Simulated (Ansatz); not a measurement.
**HgTe: band gap under strain**

Aim: follow the gap of HgTe in the zincblende structure through these states: -2.0 % biaxial strain in x and y, free along z; -1.0 % biaxial strain in x and y, free along z; +1.0 % biaxial strain in x and y, free along z. The table at the end shows which levels were run.

Program: Ansatz 0.2.0. PAW datasets, plane waves. (Simulation; spin polarisation is off.)

**1. The cell**

The unstrained cell was relaxed with r2SCAN; in each strained cell the atoms were relaxed again with r2SCAN. Names of k-points are those of the unstrained zone, where strain can split equivalent points. First state: -2.0 % biaxial strain in x and y, free along z.

Space group I-4m2 (No. 119), tetragonal; conventional cell a = 4.559 Å, c = 6.754 Å, 35.09 Å³ an atom. Around Hg lie 4 Te at 2.84 Å; around Te lie 4 Hg at 2.84 Å.

The structure in full:

```cif
data_structure
_symmetry_space_group_name_H-M 'I-4m2'
_symmetry_Int_Tables_number 119
_cell_length_a 4.5585
_cell_length_b 4.5585
_cell_length_c 6.7537
_cell_angle_alpha 90.000
_cell_angle_beta 90.000
_cell_angle_gamma 90.000
_cell_volume 140.34
loop_
_atom_site_label
_atom_site_type_symbol
_atom_site_symmetry_multiplicity
_atom_site_Wyckoff_symbol
_atom_site_fract_x
_atom_site_fract_y
_atom_site_fract_z
_atom_site_occupancy
Hg1 Hg 2 a 0.00000 0.00000 0.00000 1
Te1 Te 2 d 0.50000 0.00000 0.25000 1
```

From earlier runs on the unstrained cell: PBE 0.00 eV, r2SCAN 0.00 eV, HSE06 0.00 eV, r2SCAN+SOC 0.00 eV; a = 6.578 Å.

**2. -2.0 % biaxial strain in x and y, free along z: PBE**

Input file input.yaml:

```yaml
crystal:
  lattice:
    - [0.0, 3.2233747286, 3.3768582955]
    - [3.2233747286, 0.0, 3.3768582955]
    - [3.2233747286, 3.2233747286, 0.0]
  atoms:
    - { symbol: Hg, position: [0.0, 0.0, 0.0] }
    - { symbol: Te, position: [0.25, 0.25, 0.25] }
kpoints:
  mp_grid: { grid: [6, 6, 6] }
  band_path:
    path:
      - [0.0, 0.0, 0.0]
      - [-0.5, -0.5, 0.0]
      - [-0.375, -0.375, 0.25]
      - [-0.375, 0.0, 0.375]
      - [0.0, 0.0, 0.5]
      - [-0.5, -0.25, 0.25]
      - [-0.028646, -0.028646, 0.0]
    npoints: 1
hamiltonian:
  xc: pbe
scf:
  occupations: { method: fermi_dirac, width: 0.02 }
  n_extra_bands: 4
output:
  forces: true
  stress: true
  eigenvalues: true
  write_density: true
  write_potential: true
  elf: true
  volumetric_format: npy
```

The run is started by

```
ansatz run input.yaml --threads 2 --pin off --max-ram 18432MiB --backend cpu --events-out ev --progress --plain --runs-dir out
```

After this run come: -2.0 % biaxial strain in x and y, free along z: r2SCAN; -2.0 % biaxial strain in x and y, free along z: HSE06; -2.0 % biaxial strain in x and y, free along z: r2SCAN+SOC; -1.0 % biaxial strain in x and y, free along z: PBE; -1.0 % biaxial strain in x and y, free along z: r2SCAN; -1.0 % biaxial strain in x and y, free along z: HSE06; -1.0 % biaxial strain in x and y, free along z: r2SCAN+SOC; +1.0 % biaxial strain in x and y, free along z: PBE; +1.0 % biaxial strain in x and y, free along z: r2SCAN; +1.0 % biaxial strain in x and y, free along z: HSE06; +1.0 % biaxial strain in x and y, free along z: r2SCAN+SOC.

What does the calculation give?

**Answer**, as computed:

Least gap in eV (negative: overlap), with the change from the unstrained cell in brackets:

| state | volume change (%) | PBE | r2SCAN | HSE06 |
| --- | --- | --- | --- | --- |
| -2.0 % biaxial strain in x and y, free along z | -1.4 | -0.02 (-0.02) | 0.00 (+0.00) | 0.00 (+0.00) |
| -1.0 % biaxial strain in x and y, free along z | -0.7 | -0.01 (-0.01) | 0.00 (+0.00) | 0.00 (+0.00) |
| +1.0 % biaxial strain in x and y, free along z | +0.4 | 0.00 (+0.00) | 0.01 (+0.01) | 0.01 (+0.01) |

**Reading.** The HSE06 gap hardly moves: by 0.014 eV at most. PBE and HSE06 differ by 0.00 eV on the unstrained gap, and by at most 0.02 eV on its change. Spin-orbit coupling is left out of the table, though the cell holds Hg (Z = 80); in an element this heavy it can shift bands and gaps by tenths of an eV.
